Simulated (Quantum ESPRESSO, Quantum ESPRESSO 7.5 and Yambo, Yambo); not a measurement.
# AgCl (Fm-3m): G0W0 with Yambo, start to end

Aim: the G0W0 gap of AgCl (Fm-3m) on PBE, step by step.

Calculated with Quantum ESPRESSO 7.5 and Yambo 5.3.0; PBE and many-body steps on it, plane waves.

**1. The starting structure**

It takes space group Fm-3m (No. 225, cubic). Conventional cell: a = 5.597 Å, b = 5.597 Å, c = 5.597 Å, α = 90.00°, β = 90.00°, γ = 90.00°. Nearest to Ag lie 6 Cl at 2.80 Å. Cl has 6 Ag at 2.80 Å nearest. Farther neighbours and most contacts between anions are not listed.

The lattice is a measured one from papers, the positions are the Materials Project's; both are kept fixed.

**2. Ground state**

This step: Quantum ESPRESSO 7.5; DFT, PBE, plane waves, norm-conserving pseudopotentials.

The ground-state density comes first.

pw.in

```
&control
  calculation = 'scf'
  prefix = 'x'
  outdir = 'o'
  pseudo_dir = 'pseudo'
/
&system
  ibrav = 0
  nat = 2
  ntyp = 2
  ecutwfc = 74.0
  nbnd = 18
  force_symmorphic = .true.
/
&electrons
  conv_thr = 1e-10
  electron_maxstep = 80
  mixing_beta = 0.5
/
ATOMIC_SPECIES
  Ag 107.87 Ag.upf
  Cl 35.45 Cl.upf
CELL_PARAMETERS angstrom
  0.0000000000 2.7985000000 2.7985000000
  2.7985000000 0.0000000000 2.7985000000
  2.7985000000 2.7985000000 -0.0000000000
ATOMIC_POSITIONS crystal
  Ag 0.0000000000 0.0000000000 0.0000000000
  Cl 0.5000000000 0.5000000000 0.5000000000
K_POINTS automatic
  6 6 6 0 0 0
```

Started as:

```bash
> OMP_NUM_THREADS=1 mpirun -n 8 pw.x -nk 8 -in pw.in > pw.out
```

Output:

```text
Program PWSCF v.7.5 starts

     This program is part of the open-source Quantum ESPRESSO suite
     for quantum simulation of materials; please cite
         "P. Giannozzi et al., J. Phys.:Condens. Matter 21 395502 (2009);
         "P. Giannozzi et al., J. Phys.:Condens. Matter 29 465901 (2017);
         "P. Giannozzi et al., J. Chem. Phys. 152 154105 (2020);
     in publications or presentations arising from this work. More details at
     Message from routine setup:
     using ibrav=0 with symmetry is DISCOURAGED, use correct ibrav instead

     G-vector sticks info

     bravais-lattice index     =            0
     lattice parameter (alat)  =       7.4789  a.u.
     unit-cell volume          =     295.8030 (a.u.)^3
     number of atoms/cell      =            2
     number of atomic types    =            2
     number of electrons       =        26.00
     number of Kohn-Sham states=           18
     kinetic-energy cutoff     =      74.0000  Ry
     charge density cutoff     =     296.0000  Ry
     scf convergence threshold =      1.0E-10
     mixing beta               =       0.5000
     number of iterations used =            8  plain     mixing
     Exchange-correlation= PBE
                           (   1   4   3   4   0   0   0)

     celldm(1)=   7.478925  celldm(2)=   0.000000  celldm(3)=   0.000000
     celldm(4)=   0.000000  celldm(5)=   0.000000  celldm(6)=   0.000000

     crystal axes: (cart. coord. in units of alat)
               a(1) = (   0.000000   0.707107   0.707107 )
               a(2) = (   0.707107   0.000000   0.707107 )
               a(3) = (   0.707107   0.707107  -0.000000 )

     reciprocal axes: (cart. coord. in units 2 pi/alat)
               b(1) = ( -0.707107  0.707107  0.707107 )
               b(2) = (  0.707107 -0.707107  0.707107 )
               b(3) = (  0.707107  0.707107 -0.707107 )
     Pseudo is Norm-conserving + core correction, Zval = 19.0
     Generated using ONCVPSP code by D. R. Hamann
     Using radial grid of 1538 points,  6 beta functions with:
     Pseudo is Norm-conserving + core correction, Zval =  7.0
     Generated using ONCVPSP code by D. R. Hamann
     Using radial grid of 1028 points,  6 beta functions with:
     Ag               19.00   107.87000     Ag( 1.00)
     Cl                7.00    35.45000     Cl( 1.00)

     48 Sym. Ops., with inversion, found

   Cartesian axes

     site n.     atom                  positions (alat units)
         1        Ag     tau(   1) = (   0.0000000   0.0000000   0.0000000  )
         2        Cl     tau(   2) = (   0.7071068   0.7071068   0.7071068  )

     number of k points=    16
                       cart. coord. in units 2pi/alat
        k(    1) = (   0.0000000   0.0000000   0.0000000), wk =   0.0092593
        k(    2) = (   0.1178511   0.1178511  -0.1178511), wk =   0.0740741
        k(    3) = (   0.2357023   0.2357023  -0.2357023), wk =   0.0740741
        k(    4) = (  -0.3535534  -0.3535534   0.3535534), wk =   0.0370370
        k(    5) = (   0.2357023   0.0000000  -0.0000000), wk =   0.0555556
        k(    6) = (   0.3535534   0.1178511  -0.1178511), wk =   0.2222222
        k(    7) = (  -0.2357023  -0.4714045   0.4714045), wk =   0.2222222
        k(    8) = (  -0.1178511  -0.3535534   0.3535534), wk =   0.2222222
        k(    9) = (   0.0000000  -0.2357023   0.2357023), wk =   0.1111111
        k(   10) = (   0.4714045   0.0000000  -0.0000000), wk =   0.0555556
     [... 4 further rows ...]
        k(   15) = (  -0.1178511  -0.3535534   0.5892557), wk =   0.2222222
        k(   16) = (  -0.7071068   0.2357023   0.0000000), wk =   0.1111111

     Dense  grid:    25509 G-vectors     FFT dimensions: (  45,  45,  45)

     Initial potential from superposition of free atoms

     starting charge      25.9995, renormalised to      26.0000
     Starting wfcs are   14 randomized atomic wfcs +    4 random wfcs

     per-process dynamical memory:    23.5 Mb

     Self-consistent Calculation

     iteration #  1     ecut=    74.00 Ry     beta= 0.50

     Threshold (ethr) on eigenvalues was too large:
     Diagonalizing with lowered threshold

     total energy              =    -342.88377354 Ry
     estimated scf accuracy    <       0.04280558 Ry

     iteration #  2     ecut=    74.00 Ry     beta= 0.50

     total energy              =    -342.89545939 Ry
     estimated scf accuracy    <       0.00689734 Ry

     iteration #  3     ecut=    74.00 Ry     beta= 0.50

     total energy              =    -342.89669120 Ry
     estimated scf accuracy    <       0.00045543 Ry

     iteration #  4     ecut=    74.00 Ry     beta= 0.50

     total energy              =    -342.89672785 Ry
     estimated scf accuracy    <       0.00004794 Ry

     iteration #  5     ecut=    74.00 Ry     beta= 0.50

     total energy              =    -342.89673146 Ry
     estimated scf accuracy    <       0.00000137 Ry

     iteration #  6     ecut=    74.00 Ry     beta= 0.50

     total energy              =    -342.89673170 Ry
     estimated scf accuracy    <       0.00000019 Ry

     iteration #  7     ecut=    74.00 Ry     beta= 0.50

     total energy              =    -342.89673177 Ry
     estimated scf accuracy    <       0.00000005 Ry

     iteration #  8     ecut=    74.00 Ry     beta= 0.50

     total energy              =    -342.89673178 Ry
     estimated scf accuracy    <          1.6E-09 Ry

     iteration #  9     ecut=    74.00 Ry     beta= 0.50

     End of self-consistent calculation

          k = 0.0000 0.0000 0.0000 (  3143 PWs)   bands (ev):

   -81.9858 -45.5120 -45.5120 -45.5120  -7.2815   5.3481   5.3481   5.3481
     5.3881   5.3881   5.4792   5.4792   5.4792   8.6036  18.4007  18.4007
    18.4007  20.1477

          k = 0.1179 0.1179-0.1179 (  3182 PWs)   bands (ev):

   -81.9860 -45.5127 -45.5122 -45.5122  -7.1856   4.3456   4.5281   4.5281
     5.4327   5.4327   5.6660   6.4509   6.4509   9.7152  16.5415  17.7136
    17.7136  19.4669

          k = 0.2357 0.2357-0.2357 (  3173 PWs)   bands (ev):

   -81.9859 -45.5139 -45.5124 -45.5124  -6.9822   3.1493   3.9200   3.9200
     5.6012   5.6012   5.8692   7.3186   7.3186  11.3657  14.6620  16.0434
    16.0434  20.2784

          k =-0.3536-0.3536 0.3536 (  3178 PWs)   bands (ev):

     [... further k-points ...]

     highest occupied, lowest unoccupied level (ev):     7.6822    8.6036

!    total energy              =    -342.89673178 Ry
     estimated scf accuracy    <          2.2E-11 Ry

     The total energy is the sum of the following terms:
     one-electron contribution =    -184.59042280 Ry
     hartree contribution      =     102.15290952 Ry
     xc contribution           =     -55.32505801 Ry
     ewald contribution        =    -205.13416049 Ry

     convergence has been achieved in   9 iterations

     XML data file, charge density, pseudopotentials, collected wavefunctions

=------------------------------------------------------------------------------=
   JOB DONE.
=------------------------------------------------------------------------------=
```

Elapsed: 4.1 s, on 8 MPI ranks of Arm Neoverse V2, shared host; peak memory 0.47 GiB; 28 s of CPU time.

This step gave:

```yaml
total_energy: -4665.3477 eV
gap: 0.9214 eV
k_of_the_valence_top: 0, 0, -0.5
k_of_the_conduction_bottom: 0, 0, 0
least_direct_gap: 3.124 eV
```

The gap is indirect, with the least direct gap 2.20 eV higher.

**3. Bands along the symmetry lines**

The cheap functional maps the bands first; the places of the edges decide which points the dearer methods must see.

pw.in

```
&control
  calculation = 'bands'
  prefix = 'x'
  outdir = 'o'
  pseudo_dir = 'pseudo'
/
&system
  ibrav = 0
  nat = 2
  ntyp = 2
  ecutwfc = 74.0
  nbnd = 19
  force_symmorphic = .true.
/
&electrons
  conv_thr = 1e-9
  electron_maxstep = 80
  diago_full_acc = .true.
  diago_thr_init = 5e-6
/
ATOMIC_SPECIES
  Ag 107.87 Ag.upf
  Cl 35.45 Cl.upf
CELL_PARAMETERS angstrom
  0.0000000000 2.7985000000 2.7985000000
  2.7985000000 0.0000000000 2.7985000000
  2.7985000000 2.7985000000 -0.0000000000
ATOMIC_POSITIONS crystal
  Ag 0.0000000000 0.0000000000 0.0000000000
  Cl 0.5000000000 0.5000000000 0.5000000000
K_POINTS crystal
  50
  0.00000000 0.00000000 0.00000000 1
  0.06250000 0.00000000 0.06250000 1
  0.12500000 0.00000000 0.12500000 1
  0.18750000 0.00000000 0.18750000 1
  0.25000000 0.00000000 0.25000000 1
  0.31250000 0.00000000 0.31250000 1
  0.37500000 0.00000000 0.37500000 1
  0.43750000 0.00000000 0.43750000 1
  0.50000000 0.00000000 0.50000000 1
  0.51562500 0.03125000 0.51562500 1
  0.53125000 0.06250000 0.53125000 1
  0.54687500 0.09375000 0.54687500 1
  0.56250000 0.12500000 0.56250000 1
  0.57812500 0.15625000 0.57812500 1
  0.59375000 0.18750000 0.59375000 1
  0.60937500 0.21875000 0.60937500 1
  0.62500000 0.25000000 0.62500000 1
  0.37500000 0.37500000 0.75000000 1
  0.32812500 0.32812500 0.65625000 1
  0.28125000 0.28125000 0.56250000 1
  0.23437500 0.23437500 0.46875000 1
  0.18750000 0.18750000 0.37500000 1
  0.14062500 0.14062500 0.28125000 1
  0.09375000 0.09375000 0.18750000 1
  0.04687500 0.04687500 0.09375000 1
  0.00000000 0.00000000 0.00000000 1
  0.06250000 0.06250000 0.06250000 1
  0.12500000 0.12500000 0.12500000 1
  0.18750000 0.18750000 0.18750000 1
  0.25000000 0.25000000 0.25000000 1
  0.31250000 0.31250000 0.31250000 1
  0.37500000 0.37500000 0.37500000 1
  0.43750000 0.43750000 0.43750000 1
  0.50000000 0.50000000 0.50000000 1
  0.50000000 0.46875000 0.53125000 1
  0.50000000 0.43750000 0.56250000 1
  0.50000000 0.40625000 0.59375000 1
  0.50000000 0.37500000 0.62500000 1
  0.50000000 0.34375000 0.65625000 1
  0.50000000 0.31250000 0.68750000 1
  0.50000000 0.28125000 0.71875000 1
  0.50000000 0.25000000 0.75000000 1
  0.50000000 0.21875000 0.71875000 1
  0.50000000 0.18750000 0.68750000 1
  0.50000000 0.15625000 0.65625000 1
  0.50000000 0.12500000 0.62500000 1
  0.50000000 0.09375000 0.59375000 1
  0.50000000 0.06250000 0.56250000 1
  0.50000000 0.03125000 0.53125000 1
  0.50000000 0.00000000 0.50000000 1
```

Output:

```text
[banner, memory and clock lines left out]
Program PWSCF v.7.5 starts

     Atomic positions and unit cell read from directory:
     o/x.save/

     Message from routine setup:
     using ibrav=0 with symmetry is DISCOURAGED, use correct ibrav instead

     G-vector sticks info

     bravais-lattice index     =            0
     lattice parameter (alat)  =       7.4789  a.u.
     unit-cell volume          =     295.8030 (a.u.)^3
     number of atoms/cell      =            2
     number of atomic types    =            2
     number of electrons       =        26.00
     number of Kohn-Sham states=           19
     kinetic-energy cutoff     =      74.0000  Ry
     charge density cutoff     =     296.0000  Ry
     Exchange-correlation= PBE
                           (   1   4   3   4   0   0   0)

     celldm(1)=   7.478925  celldm(2)=   0.000000  celldm(3)=   0.000000
     celldm(4)=   0.000000  celldm(5)=   0.000000  celldm(6)=   0.000000

     crystal axes: (cart. coord. in units of alat)
               a(1) = (   0.000000   0.707107   0.707107 )
               a(2) = (   0.707107   0.000000   0.707107 )
               a(3) = (   0.707107   0.707107  -0.000000 )

     reciprocal axes: (cart. coord. in units 2 pi/alat)
               b(1) = ( -0.707107  0.707107  0.707107 )
               b(2) = (  0.707107 -0.707107  0.707107 )
               b(3) = (  0.707107  0.707107 -0.707107 )
     Pseudo is Norm-conserving + core correction, Zval = 19.0
     Generated using ONCVPSP code by D. R. Hamann
     Using radial grid of 1538 points,  6 beta functions with:
     Pseudo is Norm-conserving + core correction, Zval =  7.0
     Generated using ONCVPSP code by D. R. Hamann
     Using radial grid of 1028 points,  6 beta functions with:
     Ag               19.00   107.87000     Ag( 1.00)
     Cl                7.00    35.45000     Cl( 1.00)

     48 Sym. Ops., with inversion, found

   Cartesian axes

     site n.     atom                  positions (alat units)
         1        Ag     tau(   1) = (   0.0000000   0.0000000   0.0000000  )
         2        Cl     tau(   2) = (   0.7071068   0.7071068   0.7071068  )

     number of k points=    50
                       cart. coord. in units 2pi/alat
        k(    1) = (   0.0000000   0.0000000   0.0000000), wk =   0.0400000
        k(    2) = (   0.0000000   0.0883883   0.0000000), wk =   0.0400000
        k(    3) = (   0.0000000   0.1767767   0.0000000), wk =   0.0400000
[...]
[... 38 further rows ...]
        k(   49) = (   0.0441942   0.7071068   0.0000000), wk =   0.0400000
        k(   50) = (   0.0000000   0.7071068   0.0000000), wk =   0.0400000

     Dense  grid:    25509 G-vectors     FFT dimensions: (  45,  45,  45)

     The potential is recalculated from file :
     o/x.save/charge-density

     Starting wfcs are   14 randomized atomic wfcs +    5 random wfcs

     Band Structure Calculation

     End of band structure calculation

          k = 0.0000 0.0000 0.0000 (  3143 PWs)   bands (ev):

   -81.9858 -45.5120 -45.5120 -45.5120  -7.2816   5.3481   5.3481   5.3481
     5.3881   5.3881   5.4792   5.4792   5.4792   8.6036  18.4007  18.4007
    18.4007  20.1477  20.8592

          k = 0.0000 0.0884 0.0000 (  3175 PWs)   bands (ev):

   -81.9860 -45.5122 -45.5121 -45.5121  -7.2625   4.8132   5.1917   5.1917
[...]
18.2369  19.2338  20.6517

          k = 0.0000 0.1768 0.0000 (  3195 PWs)   bands (ev):

[...]
17.9473  17.9473  21.2666

          k =-0.0000 0.2652 0.0000 (  3187 PWs)   bands (ev):

[...]
k = 0.0000 0.4419-0.0000 (  3174 PWs)   bands (ev):

[...]
k =-0.0000 0.5303 0.0000 (  3194 PWs)   bands (ev):

[...]
k = 0.0000 0.6187-0.0000 (  3202 PWs)   bands (ev):

[...]
k = 0.4640 0.4640-0.0000 (  3198 PWs)   bands (ev):

[...]
k = 0.3315 0.3315-0.0000 (  3164 PWs)   bands (ev):

[...]
k = 0.3094 0.7071-0.0000 (  3178 PWs)   bands (ev):

[...]
k = 0.2210 0.7071-0.0000 (  3180 PWs)   bands (ev):

[...]
k = 0.1768 0.7071-0.0000 (  3184 PWs)   bands (ev):

[...]
k = 0.0442 0.7071 0.0000 (  3206 PWs)   bands (ev):

[...]
18.9163  19.1187  22.3630

          k = 0.0000 0.7071 0.0000 (  3218 PWs)   bands (ev):

   -81.9861 -45.5144 -45.5131 -45.5131  -6.8579   3.5668   4.7770   4.7770
     5.0468   5.5642   5.8002   5.8002   5.8684  10.1056  15.6918  16.2373
    19.0699  19.0699  22.3648

     XML data file, pseudopotentials, collected wavefunctions
```

The job ended after 3.6 s (8 MPI ranks; peak memory 0.4 GiB; 25 s of CPU time).

Numbers from this step:

```
gap                        : 0.9214 eV
k of the valence top       : 0.5, 0.5, 0.5
k of the conduction bottom : 0, 0, 0
least direct gap           : 2.906 eV
```

The gap is 0.921 eV, as in the run before at this level.

The electronic bands at the labelled points (eV, zero at the top of the highest filled band):

```
    point  band 10  band 11  band 12  band 13  band 14  band 15  band 16  band 17
        Γ    -2.29    -2.20    -2.20    -2.20     0.92    10.72    10.72    10.72
  halfway    -2.21    -1.69    -1.69    -1.28     3.37     7.39     8.77    10.11
        X    -2.12    -1.88    -1.88    -1.81     2.42     8.01     8.56    11.39
  halfway    -1.90    -1.85    -1.71    -1.69     2.77     7.85     8.41    10.80
        U    -1.94    -1.77    -1.59    -0.99     3.61     7.25     8.09     9.71
jump to K    -1.94    -1.77    -1.59    -0.99     3.61     7.25     8.09     9.71
  halfway    -2.06    -1.64    -1.64    -0.23     3.72     7.32     8.09     8.76
        Γ    -2.29    -2.20    -2.20    -2.20     0.92    10.72    10.72    10.72
  halfway    -2.17    -1.92    -0.76    -0.76     2.91     7.80     9.14     9.14
        L    -1.99    -1.69     0.00     0.00     4.31     6.39     7.67     7.67
  halfway    -1.99    -1.75    -0.95    -0.46     4.92     5.71     8.06     8.48
        W    -1.91    -1.89    -1.88    -1.12     4.16     7.87     7.87     7.97
  halfway    -1.90    -1.88    -1.86    -1.40     3.11     7.84     8.28     9.66
        X    -2.12    -1.88    -1.88    -1.81     2.42     8.01     8.56    11.39
```

[end of part 1 of 3]

[Paths, hosts, dates, memory and timing lines, banners, echoed tables and standing remarks are left out of the program output.]

[Logs are printed without paths, hosts, clocks, repeated set-up lines and the standing remarks that a program may print on its own settings, such as how far it seeks lower states.]

[Runs of the session that timed out or met a known fault of the program may be left out.]

[Hosts, paths, dates, database ids (printed as entryN), source tags and the programs' standing remarks are cut or masked in the printed files.]
